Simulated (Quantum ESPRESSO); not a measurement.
## ZnO (zincite) under changes of volume

One of the cells (11.900 Å³/atom); the others are scaled copies at fixed shape and fractional positions:

```
Zn O
1.0
     3.24931    0.00000    0.00000
    -1.62465    2.81398    0.00000
     0.00000    0.00000    5.20571
Zn O
2 2
Direct
  0.66667 0.33333 0.00000
  0.33333 0.66667 0.50000
  0.33333 0.66667 0.87901
  0.66667 0.33333 0.37901
```

- Program: Quantum ESPRESSO 7.5
- Functional: r2SCAN
- Potentials or basis: SG15 PBE 1.2
- Cutoff: 1197 eV
- Density cutoff: 4789 eV
- k mesh: 5 × 5 × 3
- Occupations: fermi-dirac, width 0.05 eV
- Spin: no spin polarisation

```csv
volume (Å³/atom),energy over the lowest point (meV/atom),pressure (GPa),gap on the mesh (eV)
11.186,19.91,9.9,1.37
11.424,8.05,6.1,1.33
11.662,1.60,2.6,1.30
11.900,0.00,-0.5,1.27
12.138,2.75,-3.2,1.24
12.376,?,?,?
12.614,19.57,-8.0,1.17
```

What does the run at 12.376 Å³/atom give?

Energy over the lowest point 9.40 meV/atom; pressure -5.7 GPa; gap on the mesh 1.20 eV.

Worked out: A Birch-Murnaghan fit of order 3 (a polynomial in V^(-2/3)) to the other rows has its minimum at 11.86 Å³/atom with B0 = V·E''(V) = 148 GPa and B' = 4.4 at fixed shape and positions, which overstates the stiffness. It gives 9.41 meV/atom at 12.376 Å³/atom, against the run's 9.40, and -dE/dV = -5.7 GPa, against -5.7. A straight line through the other rows of the gap, of slope -1.63 eV per unit of ln V (its deformation potential), gives 1.20 eV, against the run's 1.20.

Energies are extrapolated to zero smearing.

Caveats: all runs use coarse meshes; the potentials were made for another functional, which shifts forces and pressure.
